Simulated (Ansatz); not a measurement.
Ni:

```
CELL_PARAMETERS angstrom
2.44802 0.00000 0.00000
-1.22401 2.12005 0.00000
0.00000 0.00000 4.07281
ATOMIC_POSITIONS crystal
Ni 0.66667 0.33333 0.75000
Ni 0.33333 0.66667 0.25000
```

This isn't the form of Ni at room conditions, which is fcc.

```yaml
Program: Ansatz 0.2.0
Task: relaxation of cell and atoms
Functional: PBEsol
Dispersion: D4
Potentials_or_basis: Ansatz PAW
Cutoff: "420 eV (not typed: the program's choice for these potentials)"
k_mesh: 12 × 12 × 7
Occupations: fermi-dirac, width 0.05 eV
Spin: collinear spin, ferromagnetic start
Starting_moments: "[1.0, 1.0] μB"
```

At the start: volume 10.57 Å³/atom.

Where does the relaxation end?

It ends after 6 steps and the volume is 10.25 Å³/atom (-3.0 %); space group P6_3/mmc (No. 194, to 0.05 Å); moment 1.28 μB per cell.

Step by step:
```csv
step,energy change (eV),largest force (eV/Å),volume (Å³)
1,0.0000,0.0000,21.14
2,-0.0121,0.0000,20.82
3,-0.0168,0.0000,20.47
4,-0.0168,0.0000,20.50
5,-0.0168,0.0000,20.50
6,-0.0166,0.0000,20.50
```

Final structure:
```xyz
2
Lattice="2.4363 0.0000 0.0000 -1.2181 2.1099 0.0000 0.0000 0.0000 3.9886" Properties=species:S:1:pos:R:3 pbc="T T T"
Ni    1.2181    0.7033    2.9915
Ni    0.0000    1.4066    0.9972
```

Caveat: the plane-wave basis is chosen anew once the cell has moved, so the energies of steps on either side of that aren't comparable; pairwise dispersion overbinds metals, which lowers pressure and volume; the PAW data sets come from PBE, with cores solved anew for the run's functional, which leaves a small shift of forces and pressure.
